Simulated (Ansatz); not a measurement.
The system is AlRu.

```
Ru Al
1.0
     2.99160    0.00000    0.00000
     0.00000    2.99160    0.00000
     0.00000    0.00000    2.99160
Ru Al
1 1
Direct
  0.50000 0.50000 0.50000
  0.00000 0.00000 0.00000
```

Program: Ansatz 0.2.0. Alike in all runs: potentials or basis Ansatz PAW; no spin polarisation; cell as given; k mesh 9 × 9 × 9.

Q: Order these runs on this cell by their pressure, lowest first.
A. level PBE; cutoff (eV) 420; smearing fermi-dirac 0.05 eV
B. level r2SCAN+U; U Ru d U = 3.5 eV; cutoff (eV) 500; smearing gaussian 0.05 eV; hubbard projectors ortho-atomic (the default); double counting fll (the default)
C. level LDA; cutoff (eV) 420; smearing gaussian 0.1 eV

A: C (-8.2 GPa), B (-3.7 GPa), A (2.5 GPa).

Caveats: the PAW data sets come from PBE, with cores solved anew for the run's functional, which leaves a small shift of forces and pressure (some runs); U without spin polarisation on a metal has little footing (some runs); the U is typed as a test and isn't derived for this compound (some runs).

Not every run made on this cell is shown here.
